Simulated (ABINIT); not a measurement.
Runs of ABINIT 10.8.3 (patched build) on GaN. Symmetry: F-43m, No. 216, cubic system. Conventional cell: a = 4.507 Å, b = 4.507 Å, c = 4.507 Å, α = 90.00°, β = 90.00°, γ = 90.00°. Ga (site symmetry -43m) has 4 N at 1.95 Å as nearest neighbours. N (site symmetry -43m) has 4 Ga at 1.95 Å as nearest neighbours. The cell is a database's computed one.

```csv
task,level,potentials or basis,k mesh,cutoff (eV),fine-grid cutoff,mesh quality,gap on the mesh (eV),V0 of scaled cells (Å³/atom),B0 (GPa)
equation of state,LDA,JTH PAW LDA v2.0,10 × 10 × 10,680,1278.94 eV,not flagged,-,11.07,202
single point,PBEsol,JTH PAW PBE v2.0,6 × 6 × 6,680,1278.94 eV,not flagged,1.66,-,-
band structure,LDA-VWN,JTH PAW LDA v2.0,10 × 10 × 10,680,1278.94 eV,not flagged,1.73,-,-
equation of state,PBEsol,JTH PAW PBE v2.0,10 × 10 × 10,544,1088.46 eV,not flagged,-,11.42,185
equation of state,LDA-Teter,JTH PAW LDA v2.0,10 × 10 × 10,680,1278.94 eV,not flagged,-,11.07,202
single point,PBE,JTH PAW PBE v2.0,8 × 8 × 8,680,1278.94 eV,not flagged,1.71,-,-
band structure,PW91,JTH PAW PBE v2.0,10 × 10 × 10,680,1278.94 eV,not flagged,1.72,-,-
single point,PBEsol,JTH PAW PBE v2.0,4 × 4 × 4,680,1278.94 eV,coarse,(c),-,-
band structure,OLYP,JTH PAW PBE v2.0,10 × 10 × 10,680,1278.94 eV,not flagged,1.89,-,-
equation of state,WC,JTH PAW PBE v2.0,10 × 10 × 10,680,1278.94 eV,not flagged,-,11.42,(a)
band structure,HCTH407,JTH PAW PBE v2.0,10 × 10 × 10,680,1278.94 eV,not flagged,2.02,-,-
band structure,rPW86PBE,PseudoDojo NC SR PBE v0.4.1 standard,10 × 10 × 10,1143,-,not flagged,(b),-,-
```

Alike in all rows: no spin polarisation; cell as given; smearing fermi-dirac 0.05 eV.

**Question.** Fill in the values left out.

**Answer.** (a) 188; (b) 1.76; (c) 1.64.

Caveats: some runs use coarse meshes; the PAW data sets were made with another functional, which shifts forces and pressure a little (some runs); pressures at fixed basis lie under the slope of the energies (some runs); the potentials were made for another functional, which shifts forces and pressure (some runs).

A k mesh can miss the band edges, and the runs leave out spin-orbit coupling on Ga.
